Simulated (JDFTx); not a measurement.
## LiH under changes of volume

One of the cells (8.449 Å³/atom); the others are scaled copies at fixed shape and fractional positions:

```xyz
2
Lattice="0.0000 2.0368 2.0368 2.0368 0.0000 2.0368 2.0368 2.0368 0.0000" Properties=species:S:1:pos:R:3 pbc="T T T"
Li    0.0000    0.0000    0.0000
H     2.0368    2.0368    2.0368
```

* Program: JDFTx 1.7.0 (patched build)
* Functional: PBEsol
* Potentials or basis: PseudoDojo-SR-PBEsol-0.4.1-standard with smoothed tails
* Cutoff: 1007 eV
* Density cutoff: 8055 eV
* k mesh: 11 × 11 × 11
* Occupations: fermi-dirac, width 0.05 eV
* Spin: no spin polarisation

| volume (Å³/atom) | energy over the lowest point (meV/atom) | pressure (GPa) | gap on the mesh (eV) |
| --- | --- | --- | --- |
| 7.942 | 0.00 | -0.3 | 2.94 |
| 8.111 | 0.69 | -1.1 | 2.96 |
| 8.280 | 2.12 | -1.7 | 2.97 |
| 8.449 | ? | ? | ? |
| 8.618 | 6.95 | -2.9 | 2.99 |
| 8.787 | 10.23 | -3.4 | 3.00 |
| 8.956 | 14.03 | -3.9 | 3.01 |

Problem. What does the run at 8.449 Å³/atom give?

Solution. Energy over the lowest point 4.23 meV/atom; pressure -2.3 GPa; gap on the mesh 2.98 eV.

Worked out: A Birch-Murnaghan fit of order 3 (a polynomial in V^(-2/3)) to the other rows has its minimum at 7.88 Å³/atom, just outside them, with B0 = V·E''(V) = 37 GPa and B' = 3.3. It gives 4.23 meV/atom at 8.449 Å³/atom, against the run's 4.23, and -dE/dV = -2.3 GPa, against -2.3. A straight line through the other rows of the gap, of slope 0.554 eV per unit of ln V (its deformation potential), gives 2.98 eV, against the run's 2.98.

Energies are extrapolated to zero smearing.

Caveats: an odd mesh through Γ misses points on the zone boundary, where band edges often lie.
